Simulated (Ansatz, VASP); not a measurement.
**Two plane-wave programs on Al**

Contents of INCAR:

```
SYSTEM = Al
PREC = Accurate
ENCUT = 520
EDIFF = 1E-7
ISMEAR = -1
SIGMA = 0.05
LREAL = .FALSE.
LASPH = .TRUE.
NELM = 100
ALGO = Normal
ISIF = 2
LWAVE = .FALSE.
LCHARG = .FALSE.
GGA = PE
NBANDS = 10
```

Contents of KPOINTS:

```
regular mesh
0
G
  11 11 6
  0 0 0
```

File POSCAR:

```
Al
1.0
    2.7935792435      0.0000000000      0.0000000000
   -1.3967896217      2.4193105923      0.0000000000
    0.0000000000      0.0000000000      4.8341855930
Al
2
Direct
    0.3333333333      0.6666666667      0.2500000000
    0.6666666667      0.3333333333      0.7500000000
```

The input input.yaml:

```yaml
crystal:
  lattice:
    - [2.7935792435, 0.0, 0.0]
    - [-1.3967896217, 2.4193105923, 0.0]
    - [0.0, 0.0, 4.834185593]
  atoms:
    - { symbol: Al, position: [0.3333333333, 0.6666666667, 0.25] }
    - { symbol: Al, position: [0.6666666667, 0.3333333333, 0.75] }
hamiltonian:
  xc: pbe
  pseudopotentials: { kind: paw }
kpoints:
  mp_grid: { grid: [11, 11, 6] }
scf:
  occupations: { method: fermi_dirac, width: 0.05 }
output:
  forces: true
  stress: true
  eigenvalues: true
  write_density: true
  write_potential: true
  elf: true
  volumetric_format: npy
```

Change from the starting cell: volume scaled by 0.98.

Alike in both runs: task single point; functional PBE; k mesh 11 × 11 × 6; occupations fermi-dirac, width 0.05 eV; no spin polarisation.

|  | VASP | Ansatz |
| --- | --- | --- |
| version | VASP 6.6.1 | Ansatz 0.2.0 |
| potentials or method | VASP PAW PBE potentials, release 64 (Al) | Ansatz PAW |
| plane-wave cutoff (eV) | 520 | 420 |
| valence electrons in the cell | 6 | 6 |

```tsv
	VASP	Ansatz	Ansatz less VASP
gap on the k mesh at the Fermi level (eV)	none	none	-
pressure (GPa)	1.7	1.8	+0.03
largest component of the traceless stress (GPa)	3.42	3.43	+0.011
```

A gap of «none» marks a metal or a gap that the smearing closes. The functional is the same, so the differences come from potentials, cutoffs and numerics.
